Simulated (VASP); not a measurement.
# Au (Im-3m) in VASP: notebook, part 2 of 2

VASP 6.6.1. Earlier steps stand in the parts before.

## (3) Single point, BLYP

This run uses another cell than the first one, of 18.77 Å³/atom, 0.960 times its volume.

INCAR

```
AGGAC = 1.0 ; AGGAX = 1.0
ALDAC = 0.0 ; ALDAX = 1.0
ALGO = Fast ; EDIFF = 1E-6
ENCUT = 520 ; GGA = B5
ISIF = 2 ; ISMEAR = -1
LASPH = T ; LCHARG = F
LREAL = F ; LWAVE = F
NBANDS = 12 ; NELM = 100
PREC = Accurate ; SIGMA = 0.1
```

KPOINTS

```
k-points
0
Gamma
  15 15 15
```

POSCAR

```
Au
1.0
   -1.6741252965      1.6741252965      1.6741252965
    1.6741252965     -1.6741252965      1.6741252965
    1.6741252965      1.6741252965     -1.6741252965
Au
1
Direct
    0.0000000000      0.0000000000      0.0000000000
```

Potentials or basis: VASP PAW PBE potentials, release 64 (Au).

Command:

```sh
$ cat potpaw_PBE.64/Au/POTCAR > POTCAR
$ mpirun -np 1 vasp_std > vasp.out
```

OUTCAR:

```text
EDIFF = 1E-6
   ENCUT = 520
   GGA = B5
   ISIF = 2
   ISMEAR = -1
   LASPH = T
   LREAL = F
   NELM = 100
   PREC = Accurate

 ion  position               nearest neighbor table
   1  0.000  0.000  0.000-

  LATTYP: Found a body centered cubic cell.
 ALAT       =     3.3482505930

  Lattice vectors:

 A1 = (  -1.6741252965,   1.6741252965,   1.6741252965)
 A2 = (   1.6741252965,  -1.6741252965,   1.6741252965)
[... 540 lines left out ...]
     11      30.1562      0.00000
     12      33.1194      0.00000

 [... further k-points ...]

------------------------ aborting loop because EDIFF is reached ----------------------------------------

  FORCE on cell =-STRESS in cart. coord.  units (eV):
  Direction    XX          YY          ZZ          XY          YZ          ZX
  --------------------------------------------------------------------------------------
  -------------------------------------------------------------------------------------
  Total        0.6101183      0.6101183      0.6101183      0.0000000     -0.0000000      0.0000000
  in kB       52.0835738     52.0835738     52.0835738      0.0000000     -0.0000000      0.0000000
  external PRESSURE =      52.0835738 kB  Pullay stress =       0.0000000 kB

 VOLUME and BASIS-vectors are now :
 -----------------------------------------------------------------------------
  energy-cutoff  :      520.00
  volume of cell :       18.77
      direct lattice vectors                 reciprocal lattice vectors
    -1.674125296  1.674125296  1.674125296     0.000000000  0.298663428  0.298663428
     1.674125296 -1.674125296  1.674125296     0.298663428  0.000000000  0.298663428
     1.674125296  1.674125296 -1.674125296     0.298663428  0.298663428  0.000000000

 POSITION                                       TOTAL-FORCE (eV/Angst)
 -----------------------------------------------------------------------------------
      0.00000      0.00000      0.00000        -0.000000      0.000000     -0.000000
 -----------------------------------------------------------------------------------
    total drift:                                0.000000      0.000000     -0.000000

  FREE ENERGIE OF THE ION-ELECTRON SYSTEM (eV)
  ---------------------------------------------------
  free  energy   TOTEN  =        -2.4323939689 eV

  energy  without entropy=       -2.4222776354  energy(sigma->0) =       -2.42733580
```

OSZICAR:

```text
N       E                     dE             d eps       ncg     rms          rms(c)
DAV:   1     0.503937174589E+02    0.50394E+02   -0.55589E+03  2992   0.811E+02
DAV:   2    -0.202371015206E+01   -0.52417E+02   -0.49211E+02  3448   0.183E+02
DAV:   3    -0.272258045184E+01   -0.69887E+00   -0.69821E+00  3412   0.205E+01
DAV:   4    -0.272522546899E+01   -0.26450E-02   -0.26449E-02  3324   0.146E+00
DAV:   5    -0.272524826018E+01   -0.22791E-04   -0.22791E-04  3424   0.130E-01    0.659E+00
RMM:   6    -0.244697990113E+01    0.27827E+00   -0.37108E-01  2890   0.495E+00    0.414E+00
RMM:   7    -0.243443300344E+01    0.12547E-01   -0.26424E-02  3081   0.152E+00    0.230E+00
RMM:   8    -0.243243541746E+01    0.19976E-02   -0.25895E-03  3167   0.474E-01    0.317E-01
RMM:   9    -0.243238804974E+01    0.47368E-04   -0.45193E-04  3324   0.178E-01    0.889E-02
RMM:  10    -0.243239373166E+01   -0.56819E-05   -0.69372E-05  3316   0.649E-02    0.568E-02
RMM:  11    -0.243239369769E+01    0.33974E-07   -0.12460E-05  3102   0.247E-02    0.975E-03
RMM:  12    -0.243239396891E+01   -0.27122E-06   -0.19919E-06  2559   0.983E-03
   1 F= -.24323940E+01 E0= -.24273358E+01  d E =-.101163E-01
```

Wall time 48 s (1 thread of AMD EPYC 7R43 (Zen 3), shared host); peak memory 0.12 GiB.

Results:

* Free energy: -2.4324 eV
* Pressure: 5.2 GPa
* Band gap on the k mesh: none (metal or under the smearing width)

Levels at points of the mesh, in eV from the Fermi level:
```
           k point  band 1  band 2  band 3  band 4  band 5  band 6  band 7  band 8  band 9  band 10
(0.00, 0.00, 0.00)   -8.75   -4.37   -4.37   -4.37   -2.70   -2.70   16.75   16.75   16.75    22.50
```

Caveat: the PAW data sets were made with another functional, which shifts forces and pressure a little.

## (4) Single point, BLYP

This run uses another cell than the first one, of 21.11 Å³/atom, 1.080 times its volume.

INCAR

```
  PREC = Accurate
  ENCUT = 520
  EDIFF = 1E-6
  ISMEAR = -1
  SIGMA = 0.1
  LREAL = False
  LASPH = True
  NELM = 60
  ALGO = Normal
  ISIF = 2
  LWAVE = False
  LCHARG = False
  GGA = B5
  ALDAX = 1.0
  AGGAX = 1.0
  AGGAC = 1.0
  ALDAC = 0.0
  NBANDS = 12
```

KPOINTS

```
Automatic mesh
0
Gamma
  15 15 15
```

POSCAR

```
Au
1.0
   -1.7411604735      1.7411604735      1.7411604735
    1.7411604735     -1.7411604735      1.7411604735
    1.7411604735      1.7411604735     -1.7411604735
Au
1
Direct
    0.0000000000      0.0000000000      0.0000000000
```

Command:

```sh
$ cat potpaw_PBE.64/Au/POTCAR > POTCAR
$ mpirun -np 1 vasp_std > vasp.out
```

It took 41 s on 1 thread of AMD EPYC 7R43 (Zen 3), shared host; peak memory 0.12 GiB.

It converged, with:

```yaml
Free_energy: -2.4178 eV
Pressure: -5.8 GPa
Band_gap_on_the_k_mesh: none (metal or under the smearing width)
```

Levels at points of the mesh, in eV from the Fermi level:
```csv
k point,band 1,band 2,band 3,band 4,band 5,band 6,band 7,band 8,band 9,band 10
"(0.00, 0.00, 0.00)",-7.71,-3.86,-3.86,-3.86,-2.49,-2.49,16.58,16.58,16.58,20.50
```

Caveat: the PAW data sets were made with another functional, which shifts forces and pressure a little. The run has no spin-orbit coupling, so splittings on Au are missing.

## (5) The runs side by side

```tsv
cell	k mesh	gap on the mesh (eV)	pressure (GPa)
Im-3m, 19.55 Å³/atom	21 × 21 × 21	none	0.4
Im-3m, 18.77 Å³/atom	15 × 15 × 15	none	5.2
Im-3m, 21.11 Å³/atom	15 × 15 × 15	none	-5.8
```

Alike in all rows: task single point; level BLYP; potentials or basis VASP PAW PBE potentials, release 64 (Au); no spin polarisation; cutoff (eV) 520; smearing fermi-dirac 0.1 eV.

Every run on the cell as given and a fine mesh finds a metal.

Caveats: the PAW data sets were made with another functional, which shifts forces and pressure a little.

Absolute energies hang on the potentials; compare differences alone.
